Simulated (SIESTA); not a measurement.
## MnO2 under changes of volume

One of the cells (9.438 Å³/atom); the others are scaled copies at fixed shape and fractional positions:

```
Mn O
1.0
     4.42956    0.00000    0.00000
     0.00000    4.42956    0.00000
     0.00000    0.00000    2.88607
Mn O
2 4
Direct
  0.50000 0.50000 0.50000
  0.00000 0.00000 0.00000
  0.80492 0.19508 0.50000
  0.69508 0.69508 0.00000
  0.19508 0.80492 0.50000
  0.30492 0.30492 0.00000
```

The cell is a database's computed one.

```yaml
Program: SIESTA 5.4.2
Functional: PBE
Potentials_or_basis: PseudoDojo 0.4 standard (PBE files)
Basis: DZP (energy shift 0.003 Ry; two zetas on semicore shells)
Grid_cutoff: 800 Ry
Energy_shift: 0.003 Ry
k_mesh: 6 × 6 × 9
Occupations: fermi-dirac, width 0.05 eV
Spin: collinear spin, ferromagnetic start
Starting_moments: "[4.0, 4.0, 0.0, 0.0, 0.0, 0.0] μB"
```

```tsv
volume (Å³/atom)	energy over the lowest point (meV/atom)	pressure (GPa)	moment (μB per cell)	largest force (eV/Å)
8.698	69.90	27.8	5.94	0.387
8.883	41.86	20.6	5.96	0.265
9.068	21.73	14.3	5.98	0.151
9.438	1.44	3.7	6.00	0.024
9.623	0.00	-0.8	6.00	0.102
9.808	?	?	?	?
```

What does the run at 9.808 Å³/atom give?

Energy over the lowest point 3.48 meV/atom; pressure -4.8 GPa; moment 6.00 μB per cell; largest force 0.175 eV/Å.

Worked out: A Birch-Murnaghan fit of order 3 (a polynomial in V^(-2/3)) to the other rows has its minimum at 9.58 Å³/atom with B0 = V·E''(V) = 228 GPa and B' = 4.9 at fixed shape and positions, which overstates the stiffness. It gives 3.48 meV/atom at 9.808 Å³/atom, against the run's 3.48, and -dE/dV = -5.0 GPa, against -4.8. A parabola through the other rows of the moment, of slope -0.0328 μB per Å³/atom there, extrapolates to 6.00 μB, against the run's 6.00.

Energies are extrapolated to zero smearing.

Caveats: short orbitals over semicore shells can move pressures by several GPa; the basis of atomic orbitals isn't converged, which shifts pressures, moduli and gaps; only a ferromagnetic start was run, and an antiferromagnetic order may lie lower in energy.
